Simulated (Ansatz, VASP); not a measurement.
**KI in VASP and in Ansatz**

```
CELL_PARAMETERS angstrom
0.00000 3.66553 3.80651
3.66553 0.00000 3.80651
3.66553 3.66553 0.00000
ATOMIC_POSITIONS crystal
K 0.00000 0.00000 0.00000
I 0.50000 0.50000 0.50000
```

Change from the starting cell: strain +0.040 along x and y, +0.080 along z, atoms carried along.

Alike in both runs: task single point; functional PBE; k mesh 6 × 6 × 6; occupations gaussian, width 0.05 eV; no spin polarisation.

|  | VASP | Ansatz |
| --- | --- | --- |
| version | VASP 6.6.1 | Ansatz 0.2.0 |
| potentials or method | VASP PAW PBE potentials, release 64 (K_sv, I) | scalar-relativistic, plane waves, PAW |
| plane-wave cutoff (eV) | 520 | 420 |
| valence electrons in the cell | 16 | 26 |

VASP gave:

```
gap on the k mesh at the Fermi level (eV)       : 3.64
least direct gap on the mesh (eV)               : 3.64
pressure (GPa)                                  : -0.8
largest component of the traceless stress (GPa) : 0.25
```

Task: Which values does Ansatz return?

Result: gap on the k mesh at the Fermi level (eV): 3.65; least direct gap on the mesh (eV): 3.65; pressure (GPa): -0.8; largest component of the traceless stress (GPa): 0.24.

The two sets of potentials don't hold the same shells in valence.

Caveats: spin-orbit coupling is left out, which moves the levels of the heavy elements.
